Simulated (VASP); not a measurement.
Set up this calculation in VASP 6.6.1, as the native input.

| Property | Result |
| --- | --- |
| Task | single point |
| Functional | PBE |
| Potentials or basis | VASP PAW PBE potentials, release 64 (Nb_sv, P) |
| Cutoff | 520 eV |
| k mesh | 6 × 6 × 4 |
| Occupations | gaussian, width 0.1 eV |
| Spin | no spin polarisation |
| Dipole correction | no |
| Further INCAR settings | ALGO = Fast; EDIFF = 1e-06; NBANDS = 38 |

The structure of NbP3 lies in POSCAR:

```
NbP3
1.0
    4.4795702082      0.0000000000      0.0000000000
   -2.2397851041      3.8794215983      0.0000000000
    0.0000000000      0.0000000000      9.7304758721
Nb P
2 6
Direct
    0.0000000000      0.0000000000      0.0000000000
    0.0000000000      0.0000000000      0.5000000000
    0.0000000000      0.0000000000      0.2500000000
    0.0000000000      0.0000000000      0.7500000000
    0.3333333333      0.6666666667      0.0000000000
    0.3333333333      0.6666666667      0.5000000000
    0.6666666667      0.3333333333      0.0000000000
    0.6666666667      0.3333333333      0.5000000000
```

The cell was built by a generator and needn't be a form met in nature.

The cell isn't the ideal one: Li3N type (P6/mmm, No. 191); cell x2.

These files were run (other wordings do the same):

INCAR

```
PREC = Accurate
ENCUT = 520
EDIFF = 1E-6
ISMEAR = 0
SIGMA = 0.1
LREAL = False
LASPH = True
NELM = 100
ALGO = Fast
ISIF = 2
LWAVE = False
LCHARG = True
GGA = PE
LELF = True
LVHAR = True
NBANDS = 38
```

KPOINTS

```
Automatic mesh
0
Gamma
  6 6 4
```

Potentials or basis: VASP PAW PBE potentials, release 64 (Nb_sv, P).

The run is started by

```bash
$ cat potpaw_PBE.64/Nb_sv/POTCAR potpaw_PBE.64/P/POTCAR > POTCAR
$ mpirun -np 1 vasp_std > vasp.out
```

Results of the run:

* Pressure: 0.3 GPa
* Band gap on the k mesh: none (metal or under the smearing width)

Wall time 4.5 min on 1 thread of Intel(R) Xeon(R) Platinum 8488C (Sapphire Rapids) (shared host), peak memory 0.34 GiB.
